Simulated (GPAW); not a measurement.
A run of GPAW 26.7.0:

File run.py:

```python
from ase import Atoms
from ase.filters import FrechetCellFilter
from ase.io import write
from ase.optimize import BFGS
from gpaw import GPAW, PW, setup_paths

setup_paths.insert(0, '.')

atoms = Atoms(['Ge', 'Fe', 'Fe', 'Fe'],
              cell=[[0.0, 2.8755854299, 2.8755854299],
                    [2.8755854299, 0.0, 2.8755854299],
                    [2.8755854299, 2.8755854299, 0.0]],
              scaled_positions=[[0.0, 0.0, 0.0],
                                [0.75, 0.75, 0.75],
                                [0.25, 0.25, 0.25],
                                [0.5, 0.5, 0.5]],
              pbc=True)
atoms.set_initial_magnetic_moments([0.0, 3.0, 3.0, 3.0])

calc = GPAW(mode=PW(600),
            xc='PBEsol',
            kpts={'size': (7, 7, 7), 'gamma': True},
            occupations={'name': 'fermi-dirac', 'width': 0.05},
            nbands=30,
            convergence={'density': 1e-05, 'forces': 0.0001},
            maxiter=150,
            txt='gpaw.txt')
atoms.calc = calc
opt = BFGS(FrechetCellFilter(atoms), trajectory='relax.traj', logfile='-')
done = opt.run(fmax=0.02, steps=60)
calc.write('gs.gpw')
write('result.traj', atoms)
print('Converged:', done)
print('Cell:', atoms.cell.cellpar().round(4))
print('Volume:', round(atoms.get_volume(), 4))
print(atoms.get_scaled_positions().round(5))
```

Potentials or basis: PAW data sets generated in the run's folder for this functional, pw.

Run with:

```sh
$ gpaw-setup -f PBEsol Fe Ge
$ OMP_NUM_THREADS=1 python run.py
```

Hardware: 1 thread of Intel(R) Xeon(R) Platinum 8259CL CPU @ 2.50GHz (Skylake/Cascade Lake) (shared host).

**Question.** How long does it take, and how much memory?

**Answer.** It took 5.6 min on 1 thread of Intel(R) Xeon(R) Platinum 8259CL CPU @ 2.50GHz (Skylake/Cascade Lake), with other jobs on the host, peak memory 0.31 GiB. Counts: scf iterations 77, plane waves 1600, bands 30, k points 20, ion steps 5.
